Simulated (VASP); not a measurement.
HfO2: single point with r2SCAN0

HfO2:

```
Hf O
1.0
     0.00000    2.52918    2.52918
     2.52918    0.00000    2.52918
     2.52918    2.52918    0.00000
Hf O
1 2
Direct
  0.00000 0.00000 0.00000
  0.25000 0.25000 0.25000
  0.75000 0.75000 0.75000
```

Measurements of this composition are mostly on another form, of space group No. 14.

```
Program             : VASP 6.6.1
Task                : single point
Functional          : r2SCAN0
Potentials or basis : VASP PAW PBE potentials, release 64 (Hf_pv, O)
Cutoff              : 520 eV
k mesh              : 6 × 6 × 6
Occupations         : gaussian, width 0.01 eV
Spin                : no spin polarisation
```

```yaml
Pressure: -8.5 GPa
Band_gap_on_the_k_mesh: 6.45 eV, direct
```

Levels at points of the mesh, in eV from the valence-band top:
| k point | band 7 | band 8 | band 9 | band 10 | band 11 | band 12 | band 13 | band 14 | band 15 | band 16 |
| --- | --- | --- | --- | --- | --- | --- | --- | --- | --- | --- |
| (0.00, 0.00, 0.00) | -5.91 | -5.91 | -0.70 | -0.70 | -0.70 | 6.61 | 6.61 | 8.59 | 13.64 | 13.64 |
| (0.50, 0.00, 0.00) | -4.73 | -3.35 | -3.04 | -2.08 | -2.08 | 7.38 | 7.38 | 9.87 | 11.80 | 12.50 |
| (0.50, 0.50, 0.00) | -3.90 | -3.90 | -1.69 | -1.69 | 0.00 | 6.45 | 8.42 | 9.50 | 11.09 | 11.09 |

It took 35 min on 1 thread of Intel(R) Xeon(R) 6975P-C (Granite Rapids) (shared host), peak memory 0.18 GiB.

Caveat: the PAW data sets were made with another functional, which shifts forces and pressure a little; spin-orbit coupling is left out, which moves the levels of the heavy elements. A k mesh can miss the band edges.
